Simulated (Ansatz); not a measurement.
**How Fe answers to pressure**

Space group Fmmm (No. 69). a = 2.997 Å, b = 3.883 Å, c = 3.930 Å, α = 90.00°, β = 90.00°, γ = 90.00°
| atom | site | symmetry | x | y | z |
| --- | --- | --- | --- | --- | --- |
| Fe | 4a | mmm | 0.0000 | 0.0000 | 0.0000 |

The runs use the primitive cell with vectors (0.000, 1.942, 1.965), (1.498, 0.000, 1.965), (1.498, 1.942, 0.000) Å, to which the k mesh refers.

It takes space group Fmmm (No. 69, orthorhombic). The conventional cell has a = 2.997 Å, b = 3.883 Å, c = 3.930 Å, α = 90.00°, β = 90.00°, γ = 90.00°. Fe (site symmetry mmm) is surrounded by 12 Fe at 2.45 to 2.76 Å.

Structure from Materials Project entry mp-1271068 (possibly hypothetical), not relaxed further.

The magnetic state is the one reached from the start moments; no search over orders was made, so it needn't be the ground state.

Method: DFT, PBE, all-electron LAPW, scalar-relativistic (Ansatz 0.2.0).

Numerical set-up: a Γ-centred 16×16×16 k mesh, Fermi–Dirac smearing of 0.05 eV, basis error target 0.5 meV/atom, spin-polarised from start moments Fe 3 μB.

The cell is scaled evenly with fractional coordinates held.

```json
{"V/V(cell)": "0.9405", "P (GPa)": "12.10", "cell moment (μB)": "2.064"}
{"V/V(cell)": "0.9600", "P (GPa)": "7.48", "cell moment (μB)": "2.111"}
{"V/V(cell)": "0.9800", "P (GPa)": "3.24", "cell moment (μB)": "2.157"}
{"V/V(cell)": "0.9900", "P (GPa)": "1.27", "cell moment (μB)": "2.177"}
{"V/V(cell)": "1.0000", "P (GPa)": "-0.61", "cell moment (μB)": "2.196"}
{"V/V(cell)": "1.0100", "P (GPa)": "-2.38", "cell moment (μB)": "2.215"}
{"V/V(cell)": "1.0200", "P (GPa)": "-4.03", "cell moment (μB)": "2.235"}
{"V/V(cell)": "1.0400", "P (GPa)": "-6.97", "cell moment (μB)": "2.276"}
{"V/V(cell)": "1.0600", "P (GPa)": "-9.46", "cell moment (μB)": "2.321"}
```

Task: From the rows at 0.9900 and 1.0100, what is the bulk modulus at the cell's volume?

Result: B = −ΔP/Δln V = −[(-2.38) − (1.27)]/0.02000 = 182.5 GPa.

In a magnetic metal the moment, and with it the modulus, depend on the k mesh by some per cent, and the slopes vary along the table.

Task: How does the moment scale with volume?

Result: dln M/dln V = ln(2.215/2.177)/0.02000 = 0.9: expansion raises it.

Task: Predict the row at V/V(cell) = 0.9400. How far is a linear estimate of P off?

Result: P = 12.23 GPa, moment 2.063 μB. The linear estimate P(cell) − B ln(V/V(cell)) = 10.68 GPa misses by 1.55 GPa, since the modulus grows under compression.
